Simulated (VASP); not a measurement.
# Al16P16H (a cell with a defect) in VASP: notebook

One crystal, Al16P16H (a cell with a defect), is run at these levels: PBEsol; tasks: single point.

All numbers are computed with VASP 6.6.1; they aren't measurements. Logs are shortened: lines on timing, memory, paths and dates and some standing lists are left out, and cuts for length are marked.

### 1 The crystal as given

The cell holds a defect, 33 atoms: a = 9.476 Å, b = 9.476 Å, c = 9.476 Å, α = 109.47°, β = 109.47°, γ = 109.47°.

### 2 Single point, PBEsol

The input, INCAR:

```
SYSTEM = Al16P16H
ALGO = Fast ; EDIFF = 1E-7
ENCUT = 520 ; GGA = PS
ISIF = 2 ; ISMEAR = 0
LASPH = .True. ; LCHARG = .True.
LELF = .True. ; LREAL = Auto
LVHAR = .True. ; LWAVE = .False.
NBANDS = 86 ; NELECT = 130.0
NELM = 100 ; PREC = Accurate
SIGMA = 0.02
```

The input, KPOINTS:

```
Automatic mesh
0
Gamma
  2 2 2
  0.5 0.5 0.5
```

The input, POSCAR:

```
Al16P16H
1.0
   -5.4711284545      5.4711284545     -5.4711284545
    5.4711284545     -5.4711284545     -5.4711284545
   -5.4711284545     -5.4711284545      5.4711284545
Al P H
16 16 1
Direct
    0.4949000122      0.2462683732      0.2453789515
    0.2478159606      0.2476383051      0.4956315015
   -0.0015308979      0.2532589593      0.7488336277
    0.7498958595     -0.0039423062      0.2521487125
    0.7498989723      0.2518946085     -0.0021875945
    0.5013982620      0.0046947718      0.5003334460
    0.2534424087     -0.0016616551      0.7488313508
   -0.0038497044      0.7497181997      0.2520872089
    0.9807584042      0.9806084718      0.9792337251
    0.7499216710      0.7497554560      0.5304051258
    0.5188874299      0.7497672865      0.7484011539
    0.2464014762      0.4947734109      0.2453340460
    0.2520204930      0.7497218410     -0.0022244358
    0.0048834119      0.5012698614      0.5003801727
    0.7499167149      0.5186583882      0.7483856552
    0.5037081488      0.5035305794      0.0058384945
    0.4999778001     -0.0004534817      0.2486184691
    0.2496018125     -0.0003595716      0.4984720182
    0.0089909247      0.0088162203      0.7506305540
    0.7499237166      0.7497872351      0.2640278382
    0.7498728956      0.0053125033      0.0056973519
    0.4908442986      0.7497115869      0.4916045522
    0.2589489396      0.7497996908      0.7495145263
   -0.0002907056      0.4998530106      0.2486509717
    0.0054437626      0.7496943213      0.0056514228
    0.7498870231      0.4906825029      0.4916212028
    0.4943811734      0.4942028099      0.7500906720
    0.2407617190      0.2406335881      0.2403498195
    0.2502537028      0.4999520336     -0.0011802758
   -0.0001575544      0.2494762418      0.4985140647
    0.7499273486      0.2587284750      0.7495070550
    0.5001165416      0.2500919486     -0.0011423885
    0.7500213426      0.7499498101      0.7432227604
```

Potentials or basis: VASP PAW PBE potentials, release 64 (Al, P, H).

Started as:

```sh
$ cat potpaw_PBE.64/Al/POTCAR potpaw_PBE.64/P/POTCAR potpaw_PBE.64/H/POTCAR > POTCAR
$ mpirun -np 1 vasp_std > vasp.out
```

OUTCAR:

```text
SYSTEM = Al16P16H
   EDIFF = 1E-7
   ENCUT = 520
   GGA = PS
   ISIF = 2
   ISMEAR = 0
   LASPH = .True.
   LREAL = Auto
   NELECT = 130.0
   NELM = 100
   PREC = Accurate

 ion  position               nearest neighbor table
   1  0.495  0.246  0.245-  26 2.36  17 2.36  32 2.37  28 2.38
   2  0.248  0.248  0.496-  27 2.36  18 2.36  30 2.36  28 2.38
   3  0.998  0.253  0.749-  19 2.36  29 2.36  30 2.36  31 2.38
   4  0.750  0.996  0.252-  21 2.37  17 2.37  30 2.37  20 2.37
   5  0.750  0.252  0.998-  21 2.36  32 2.36  24 2.36  31 2.38
   6  0.501  0.005  0.500-  22 2.36  18 2.36  17 2.36  31 2.38
   7  0.253  0.998  0.749-  19 2.36  32 2.36  18 2.36  23 2.38
   8  0.996  0.750  0.252-  25 2.37  24 2.37  18 2.37  20 2.37
   9  0.981  0.981  0.979-  19 2.36  21 2.36  25 2.36  28 2.47
  10  0.750  0.750  0.530-  33 2.02  19 2.36  22 2.36  26 2.36  20 2.52
  11  0.519  0.750  0.748-  22 2.36  21 2.36  27 2.36  23 2.47
  12  0.246  0.495  0.245-  22 2.36  24 2.36  29 2.36  28 2.38
  13  0.252  0.750  0.998-  25 2.36  29 2.36  17 2.36  23 2.38
  14  0.005  0.501  0.500-  26 2.36  30 2.36  24 2.36  23 2.37
  15  0.750  0.519  0.748-  26 2.36  25 2.36  27 2.36  31 2.47
  16  0.504  0.504  0.006-  27 2.37  32 2.37  29 2.37  20 2.37
[... 14 lines left out ...]
  31  0.750  0.259  0.750-   6 2.38   3 2.38   5 2.38  15 2.47
  32  0.500  0.250  0.999-   7 2.36   5 2.36   1 2.37  16 2.37
  33  0.750  0.750  0.743-  10 2.02

  LATTYP: Found a body centered cubic cell.
 ALAT       =    10.9422569090

  Lattice vectors:

 A1 = (  -5.4711284545,   5.4711284545,  -5.4711284545)
 A2 = (   5.4711284545,  -5.4711284545,  -5.4711284545)
 A3 = (  -5.4711284545,  -5.4711284545,   5.4711284545)

Analysis of symmetry for initial positions (statically):
=====================================================================
 Subroutine PRICEL returns:
 Original cell was already a primitive cell.

 Routine SETGRP: Setting up the symmetry group for a
 body centered cubic supercell.

 Subroutine GETGRP returns: Found  1 space group operations
 (whereof  1 operations were pure point group operations)
 out of a pool of 48 trial point group operations.

The static configuration has the point symmetry C_1 .

Analysis of symmetry for dynamics (positions and initial velocities):
=====================================================================
 Subroutine PRICEL returns:
 Original cell was already a primitive cell.

 Routine SETGRP: Setting up the symmetry group for a
 body centered cubic supercell.

 Subroutine GETGRP returns: Found  1 space group operations
 (whereof  1 operations were pure point group operations)
 out of a pool of 48 trial point group operations.

The dynamic configuration has the point symmetry C_1 .

 Subroutine INISYM returns: Found  1 space group operations
 (whereof  1 operations are pure point group operations),
 and found     1 'primitive' translations

----------------------------------------------------------------------------------------

                                     Primitive cell

  volume of cell :     655.0745

  direct lattice vectors                    reciprocal lattice vectors
    -5.471128454  5.471128454 -5.471128454    -0.091388825  0.000000000 -0.091388825
     5.471128454 -5.471128454 -5.471128454     0.000000000 -0.091388825 -0.091388825
    -5.471128454 -5.471128454  5.471128454    -0.091388825 -0.091388825  0.000000000

  length of vectors
     9.476272458  9.476272458  9.476272458     0.129243316  0.129243316  0.129243316

  position of ions in fractional coordinates (direct lattice)
     0.494900012  0.246268373  0.245378952
     0.247815961  0.247638305  0.495631502
     0.998469102  0.253258959  0.748833628
     0.749895860  0.996057694  0.252148713
     0.749898972  0.251894609  0.997812405
     0.501398262  0.004694772  0.500333446
[... 25 lines left out ...]
     0.500116542  0.250091949  0.998857612
     0.750021343  0.749949810  0.743222760

  ion indices of the primitive-cell ions
   primitive index   ion index
                 1           1
                 2           2
                 3           3
                 4           4
                 5           5
                 6           6
[... 25 lines left out ...]
                32          32
                33          33

----------------------------------------------------------------------------------------

 KPOINTS: Automatic mesh

Automatic generation of k-mesh.
 Grid dimensions read from file:
 generate k-points for:    2    2    2

 Generating k-lattice:

  Cartesian coordinates                     Fractional coordinates (reciprocal lattice)
    -0.045694412  0.000000000 -0.045694412     0.500000000  0.000000000  0.000000000
     0.000000000 -0.045694412 -0.045694412     0.000000000  0.500000000  0.000000000
    -0.045694412 -0.045694412  0.000000000     0.000000000  0.000000000  0.500000000

  Length of vectors
     0.064621658  0.064621658  0.064621658

  Shift w.r.t. Gamma in fractional coordinates (k-lattice)
     0.500000000  0.500000000  0.500000000

 Subroutine IBZKPT returns following result:
 ===========================================

 Found      4 irreducible k-points:

 Following reciprocal coordinates:
            Coordinates               Weight
  0.250000  0.250000  0.250000      2.000000
 -0.250000  0.250000  0.250000      2.000000
  0.250000 -0.250000  0.250000      2.000000
  0.250000  0.250000 -0.250000      2.000000
   k-points           NKPTS =      4   k-points in BZ     NKDIM =      4   number of bands    NBANDS=     86
   number of dos      NEDOS =    301   number of ions     NIONS =     33
   total plane-waves  NPLWV = 343000
   dimension x,y,z NGX =    70 NGY =   70 NGZ =   70
   dimension x,y,z NGXF=   140 NGYF=  140 NGZF=  140
   ions per type =              16  16   1
   NGX,Y,Z   is equivalent  to a cutoff of  12.28, 12.28, 12.28 a.u.
   NGXF,Y,Z  is equivalent  to a cutoff of  24.56, 24.56, 24.56 a.u.
 SYSTEM =  Al16P16H
   PREC   = accura    normal or accurate (medium, high low for compatibility)
   ISTART =      0    job   : 0-new  1-cont  2-samecut
   ICHARG =      2    charge: 1-file 2-atom 10-const
   ISPIN  =      1    spin polarized calculation?
   LNONCOLLINEAR =      F non collinear calculations
   LSORBIT =      F    spin-orbit coupling
   LASPH  =      T    aspherical Exc in radial PAW
   ENCUT  =  520.0 eV  38.22 Ry    6.18 a.u.  17.62 17.62 17.62*2*pi/ulx,y,z
   NELM   =    100;   NELMIN=  2; NELMDL= -5     # of ELM steps
   EDIFF  = 0.1E-06   stopping-criterion for ELM
   LREAL  =      T    real-space projection
   EDIFFG = 0.1E-05   stopping-criterion for IOM
   NSW    =      0    number of steps for IOM
   IBRION =     -1    ionic relax: 0-MD 1-quasi-New 2-CG
   NFREE  =      0    steps in history (QN), initial steepest desc. (CG)
   ISIF   =      2    stress and relaxation
   ISYM   =      2    0-nonsym 1-usesym 2-fastsym
   POTIM  = 0.5000    time-step for ionic-motion
   TEBEG  =    0.0;   TEEND  =   0.0 temperature during run
   PSTRESS=    0.0 pullay stress
   NELECT =     130.0000    total number of electrons
   NUPDOWN=      -1.0000    fix difference up-down
   EMIN   =  10.00;   EMAX   =-10.00  energy-range for DOS
   EFERMI =   0.00;   METHOD = LEGACY
   ISMEAR =     0;   SIGMA  =   0.02  broadening in eV -4-tet -1-fermi 0-gaus
   EFERMI_NEDOS =   21; number of points for ismear=-14 and -15
   IALGO  =     68    algorithm
   IMIX   =      4    mixing-type and parameters
     AMIX     =   0.40;   BMIX     =  1.00
     AMIX_MAG =   1.60;   BMIX_MAG =  1.00
  volume/ion in A,a.u.               =      19.85       133.96
  Fermi-wavevector in a.u.,A,eV,Ry     =   0.954903  1.804504 12.406320  0.911839
  Thomas-Fermi vector in A             =   2.083691
   LORBIT       =      0    0 simple, 1 ext, 2 COOP (PROOUT), +10 PAW based schemes
   GGA     = PS    functional components
   LHFCALC =     F    Hartree Fock is set to
   AEXX    =    0.0000 exact exchange contribution
   IVDW    =     0    specifies the selected vdW correction
   LEPSILON=     F    determine dielectric tensor
   LRPA    =     F    only Hartree local field effects (RPA)
 non-spin polarized calculation
 RMM-DIIS sequential band-by-band and
 Gauss-broadening in eV      SIGMA  =   0.02
  energy-cutoff  :      520.00
  volume of cell :      655.07
 maximum number of plane-waves:     17628
 NGX is ok and might be reduce to    70
   NGX = 35   NGY = 35   NGZ = 35

 number of electron     129.9999988 magnetization

 Free energy of the ion-electron system (eV)
  ---------------------------------------------------
  ext. energy  EPLUGINS =         0.00000000
  ---------------------------------------------------
  free energy    TOTEN  =      -172.78405030 eV

  energy without entropy =     -172.78405030  energy(sigma->0) =     -172.78405030

 E-fermi :   4.5867     XC(G=0):  -9.4023

 val. band max:        4.4935400904   @ k =  -0.2500   0.2500   0.2500
 cond. band min:       6.5021851335   @ k =   0.2500   0.2500  -0.2500
 fundamental gap:      2.0086450430
 Fermi energy:         4.5866958336

 k-point     1 :       0.2500    0.2500    0.2500
  band No.  band energies     occupation
      1      -6.3982      2.00000
      2      -6.3759      2.00000
      3      -6.3756      2.00000
      4      -6.3596      2.00000
      5      -5.1223      2.00000
      6      -5.1223      2.00000
[... 69 lines left out ...]
     76       7.2710      0.00000
     77       7.6579      0.00000

 k-point     2 :      -0.2500    0.2500    0.2500
  band No.  band energies     occupation
      1      -6.8086      2.00000
      2      -6.0238      2.00000
      3      -6.0083      2.00000
      4      -5.9135      2.00000
      5      -5.8941      2.00000
      6      -5.4532      2.00000
[... 69 lines left out ...]
     76       8.1782      0.00000
     77       8.1802      0.00000

 k-point     3 :       0.2500   -0.2500    0.2500
  band No.  band energies     occupation
      1      -6.8086      2.00000
      2      -6.0237      2.00000
      3      -6.0083      2.00000
      4      -5.9137      2.00000
      5      -5.8939      2.00000
      6      -5.4532      2.00000
[... 69 lines left out ...]
     76       8.1783      0.00000
     77       8.1800      0.00000

 k-point     4 :       0.2500    0.2500   -0.2500
  band No.  band energies     occupation
      1      -6.8086      2.00000
      2      -6.0238      2.00000
      3      -6.0083      2.00000
      4      -5.9140      2.00000
      5      -5.8936      2.00000
      6      -5.4532      2.00000
[... 69 lines left out ...]
     76       8.1787      0.00000
     77       8.1798      0.00000
 [bands above 77 left out]

------------------------ aborting loop because EDIFF is reached ----------------------------------------

  FORCE on cell =-STRESS in cart. coord.  units (eV):
  Direction    XX          YY          ZZ          XY          YZ          ZX
  --------------------------------------------------------------------------------------
  -------------------------------------------------------------------------------------
  Total        8.6215700      8.6234880      8.6340757     -0.2758608      0.2751278      0.2783608
  in kB       21.0865834     21.0912742     21.1171697     -0.6746986      0.6729059      0.6808132
  external PRESSURE =      21.0983424 kB  Pullay stress =       0.0000000 kB

 VOLUME and BASIS-vectors are now :
 -----------------------------------------------------------------------------
  energy-cutoff  :      520.00
  volume of cell :      655.07
      direct lattice vectors                 reciprocal lattice vectors
    -5.471128454  5.471128454 -5.471128454    -0.091388825  0.000000000 -0.091388825
     5.471128454 -5.471128454 -5.471128454     0.000000000 -0.091388825 -0.091388825
    -5.471128454 -5.471128454  5.471128454    -0.091388825 -0.091388825  0.000000000

 POSITION                                       TOTAL-FORCE (eV/Angst)
 -----------------------------------------------------------------------------------
     -2.70280      0.01780     -2.71253         0.004200      0.001985      0.007075
     -2.71264     -2.71069      0.00097         0.006761      0.005717     -0.001813
     -8.17411     -0.01982     -2.75140         0.000170     -0.004139      0.000913
     -0.03275     -2.72632     -8.17280        -0.004314      0.003242      0.000922
     -8.18381     -2.73451     -0.02178         0.001437      0.002890     -0.005426
     -5.45492     -0.01986     -0.03151         0.002247     -0.004393     -0.003573
[... 25 lines left out ...]
     -6.83279     -4.09696      1.36039         0.000195     -0.002661     -0.000963
     -4.06666     -4.06588     -4.14027        -0.003576     -0.002234      0.003988
 -----------------------------------------------------------------------------------
    total drift:                               -0.021792     -0.026747      0.006045

  FREE ENERGIE OF THE ION-ELECTRON SYSTEM (eV)
  ---------------------------------------------------
  free  energy   TOTEN  =      -172.7840503031 eV

  energy  without entropy=     -172.7840503031  energy(sigma->0) =     -172.78405030
```

Wall time 5.7 min (1 thread of AMD EPYC 9R45 (Zen 5), shared host); peak memory 0.74 GiB.

What came out:

```
Free energy            : -172.7841 eV
Largest force          : 0.016 eV/Å
Band gap on the k mesh : 2.01 eV, direct
```

Forces in eV/Å, atoms in the order of the input:
```
Al   0.004  0.002  0.007
Al   0.007  0.006 -0.002
Al   0.000 -0.004  0.001
Al  -0.004  0.003  0.001
Al   0.001  0.003 -0.005
Al   0.002 -0.004 -0.004
Al  -0.006  0.002  0.002
Al   0.002 -0.006  0.001
Al  -0.001 -0.001 -0.002
Al  -0.003 -0.005  0.006
Al   0.003  0.001  0.002
Al   0.000  0.004  0.008
Al   0.002  0.002 -0.007
Al  -0.004  0.003 -0.004
Al   0.000  0.004  0.004
Al  -0.003 -0.003 -0.002
P   -0.001  0.000  0.000
P   -0.001 -0.001  0.000
P    0.001  0.001 -0.002
P    0.008  0.009 -0.007
P    0.001  0.000  0.001
P    0.003  0.003  0.000
P    0.006 -0.005  0.003
P    0.001 -0.001  0.000
P    0.001  0.000  0.002
P    0.004  0.001  0.000
P   -0.001 -0.002  0.001
P   -0.009 -0.009 -0.010
P   -0.002  0.000 -0.001
P   -0.001 -0.001  0.001
P   -0.005  0.006  0.003
P    0.000 -0.003 -0.001
H   -0.004 -0.002  0.004
```

Levels at points of the mesh, in eV from the valence-band top:
| k point | band 63 | band 64 | band 65 | band 66 | band 67 | band 68 |
| --- | --- | --- | --- | --- | --- | --- |
| (0.25, 0.25, 0.25) | -0.38 | -0.35 | -0.27 | 2.60 | 2.60 | 2.61 |

Caveat: the cell carries a net charge on a neutralising background, which shifts energy and pressure; the cell is charged against a uniform background, so pressure and absolute levels hang on convention; the PAW data sets were made with another functional, which shifts forces and pressure a little.

### 3 Single point, PBEsol

The input, INCAR:

```
SYSTEM = Al16P16H
ALGO = Fast
EDIFF = 1E-6
ENCUT = 520
GGA = PS
ISIF = 2
ISMEAR = 0
LASPH = .TRUE.
LCHARG = .FALSE.
LREAL = Auto
LWAVE = .FALSE.
NBANDS = 86
NELECT = 130.0
NELM = 100
PREC = Accurate
SIGMA = 0.02
```

KPOINTS is that of step 2.

The input, POSCAR:

```
Al16P16H
1.0
   -5.4711284545      5.4711284545     -5.4711284545
    5.4711284545     -5.4711284545     -5.4711284545
   -5.4711284545     -5.4711284545      5.4711284545
Al P H
16 16 1
Direct
    0.5000000000      0.2500000000      0.2500000000
    0.2500000000      0.2500000000      0.5000000000
    0.0000000000      0.2500000000      0.7500000000
    0.7500000000      0.0000000000      0.2500000000
    0.7500000000      0.2500000000      0.0000000000
    0.5000000000      0.0000000000      0.5000000000
    0.2500000000      0.0000000000      0.7500000000
    0.0000000000      0.7500000000      0.2500000000
    1.0000000000      1.0000000000      1.0000000000
    0.7500000000      0.7500000000      0.5000000000
    0.5000000000      0.7500000000      0.7500000000
    0.2500000000      0.5000000000      0.2500000000
    0.2500000000      0.7500000000      0.0000000000
    0.0000000000      0.5000000000      0.5000000000
    0.7500000000      0.5000000000      0.7500000000
    0.5000000000      0.5000000000      0.0000000000
    0.5000000000      0.0000000000      0.2500000000
    0.2500000000      0.0000000000      0.5000000000
    0.0000000000      0.0000000000      0.7500000000
    0.7500000000      0.7500000000      0.2500000000
    0.7500000000      0.0000000000      0.0000000000
    0.5000000000      0.7500000000      0.5000000000
    0.2500000000      0.7500000000      0.7500000000
    0.0000000000      0.5000000000      0.2500000000
    0.0000000000      0.7500000000      0.0000000000
    0.7500000000      0.5000000000      0.5000000000
    0.5000000000      0.5000000000      0.7500000000
    0.2500000000      0.2500000000      0.2500000000
    0.2500000000      0.5000000000      0.0000000000
    0.0000000000      0.2500000000      0.5000000000
    0.7500000000      0.2500000000      0.7500000000
    0.5000000000      0.2500000000      0.0000000000
    0.7469733644      0.7418334765      0.7306617561
```

Potentials or basis: VASP PAW PBE potentials, release 64 (Al, P, H).

Started as:

```sh
$ cat potpaw_PBE.64/Al/POTCAR potpaw_PBE.64/P/POTCAR potpaw_PBE.64/H/POTCAR > POTCAR
$ mpirun -np 1 vasp_std > vasp.out
```

Wall time 5 min (1 thread of AMD EPYC 9R45 (Zen 5), shared host); peak memory 0.74 GiB.

It converged, with:

| Item | Value |
| --- | --- |
| Free energy | -172.2825 eV |
| Largest force | 1.158 eV/Å |
| Band gap on the k mesh | 1.25 eV, direct |

Forces on the atoms (eV/Å):
```
Al  -0.176  0.026 -0.172
Al  -0.138 -0.139  0.026
Al  -0.159  0.154 -0.020
Al   0.124 -0.014 -0.124
Al  -0.125 -0.022  0.124
Al   0.021  0.160  0.165
Al   0.154 -0.159 -0.022
Al  -0.013  0.132 -0.133
Al   0.528  0.545  0.490
Al  -0.671 -0.649  0.685
Al  -0.505  0.572 -0.544
Al   0.024 -0.165 -0.160
Al  -0.024 -0.134  0.132
Al   0.172  0.025  0.176
Al   0.604 -0.532 -0.593
Al   0.138  0.137  0.014
P    0.009  0.003  0.001
P    0.002 -0.001 -0.006
P    0.003 -0.002 -0.423
P    0.068  0.065 -0.071
P   -0.002 -0.293  0.002
P    0.450 -0.004 -0.005
P    0.036 -0.047  0.043
P   -0.002  0.009 -0.001
P   -0.326 -0.004  0.004
P   -0.002  0.503 -0.002
P   -0.006 -0.005  0.347
P   -0.040 -0.042 -0.033
P    0.005  0.000  0.001
P   -0.002  0.004 -0.008
P   -0.054  0.042  0.052
P    0.001  0.007  0.003
H   -0.096 -0.172  0.051
```

Levels at points of the mesh, in eV from the valence-band top:
```tsv
k point	band 62	band 63	band 64	band 65	band 66	band 67	band 68	band 69
(0.25, 0.25, 0.25)	-1.16	-1.16	-1.16	-0.16	1.89	1.89	1.89	1.89
```

Caveat: the cell carries a net charge on a neutralising background, which shifts energy and pressure; the cell is charged against a uniform background, so pressure and absolute levels hang on convention; the PAW data sets were made with another functional, which shifts forces and pressure a little.
